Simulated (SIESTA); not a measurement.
## Fe under changes of volume

One of the cells (11.664 Å³/atom); the others are scaled copies at fixed shape and fractional positions:

```
Fe
1.0
     0.00000    1.95460    1.97812
     1.50836    0.00000    1.97812
     1.50836    1.95460    0.00000
Fe
1
Cartesian
  0.0000 0.0000 0.0000
```

| Property | Result |
| --- | --- |
| Program | SIESTA 5.4.2 |
| Functional | PBE |
| Potentials or basis | PseudoDojo 0.4 standard (PBE files) |
| Basis | DZP (energy shift 0.002 Ry) |
| Grid cutoff | 800 Ry |
| Energy shift | 0.002 Ry |
| k mesh | 13 × 13 × 13 |
| Occupations | fermi-dirac, width 0.05 eV |
| Spin | collinear spin, ferromagnetic start |
| Starting moments | [3.0] μB |

```tsv
volume (Å³/atom)	energy over the lowest point (meV/atom)	pressure (GPa)	moment (μB per cell)
10.749	29.51	14.1	2.14
10.978	13.08	9.3	2.19
11.207	3.32	4.7	2.24
11.664	0.00	-2.2	2.33
11.893	5.45	-4.5	2.42
12.121	?	?	?
```

Problem. What does the run at 12.121 Å³/atom give?

Solution. Energy over the lowest point 12.09 meV/atom; pressure -5.3 GPa; moment 2.53 μB per cell.

Worked out: A Birch-Murnaghan fit of order 3 (a polynomial in V^(-2/3)) to the other rows has its minimum at 11.50 Å³/atom with B0 = V·E''(V) = 172 GPa and B' = 5.1 at fixed shape and positions, which overstates the stiffness. It gives 14.77 meV/atom at 12.121 Å³/atom, against the run's 12.09, and -dE/dV = -7.8 GPa, against -5.3. A parabola through the other rows of the moment, of slope 0.33 μB per Å³/atom there, extrapolates to 2.48 μB, against the run's 2.53.

Energies are extrapolated to zero smearing.

Caveats: semicore shells carry a single zeta, which can move pressures by several GPa and volumes by a few percent; the basis of atomic orbitals isn't converged, which shifts pressures, moduli and gaps.
